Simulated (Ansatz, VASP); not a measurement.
**GaAs in VASP and in Ansatz**

Contents of INCAR:

```
  PREC = Accurate
  ENCUT = 520
  EDIFF = 1E-7
  ISMEAR = 0
  SIGMA = 0.02
  LREAL = False
  LASPH = True
  NELM = 80
  ALGO = Normal
  ISIF = 2
  LWAVE = False
  LCHARG = False
  GGA = PE
  NBANDS = 16
```

Contents of KPOINTS:

```
Automatic mesh
0
Gamma
  12 12 12
```

Contents of POSCAR:

```
GaAs
1.0
    0.0000000000      2.8140494461      2.8140494461
    2.8140494461      0.0000000000      2.8140494461
    2.8140494461      2.8140494461      0.0000000000
Ga As
1 1
Direct
    0.0000000000      0.0000000000      0.0000000000
    0.2500000000      0.2500000000      0.2500000000
```

Input for Ansatz:

```yaml
crystal:
  lattice:
    - [0.0, 2.8140494546, 2.8140494546]
    - [2.8140494546, 0.0, 2.8140494546]
    - [2.8140494546, 2.8140494546, 0.0]
  atoms:
    - { symbol: Ga, position: [0.0, 0.0, 0.0] }
    - { symbol: As, position: [0.25, 0.25, 0.25] }
basis:
  ecutwfc: 420
kpoints:
  mp_grid: { grid: [12, 12, 12] }
hamiltonian:
  xc: pbe
scf:
  occupations: { method: gaussian, width: 0.02 }
output:
  forces: true
  stress: true
  eigenvalues: true
  write_density: true
  write_potential: true
  elf: true
  volumetric_format: npy
```

Alike in both runs: task single point; functional PBE; k mesh 12 × 12 × 12; occupations gaussian, width 0.02 eV; no spin polarisation.

|  | VASP | Ansatz |
| --- | --- | --- |
| version | VASP 6.6.1 | Ansatz 0.2.0 |
| potentials or method | VASP PAW PBE potentials, release 64 (Ga_d, As) | scalar-relativistic, plane waves, PAW |
| plane-wave cutoff (eV) | 520 | 420 |
| valence electrons in the cell | 18 | 28 |

Ansatz gave:

- gap on the k mesh at the Fermi level (eV): 0.62
- least direct gap on the mesh (eV): 0.62
- pressure (GPa): 4.4

Q: Which values does VASP return?

A: gap on the k mesh at the Fermi level (eV): 0.62; least direct gap on the mesh (eV): 0.62; pressure (GPa): 4.6.

The two sets of potentials don't hold the same shells in valence.

A k mesh can miss the band edges.
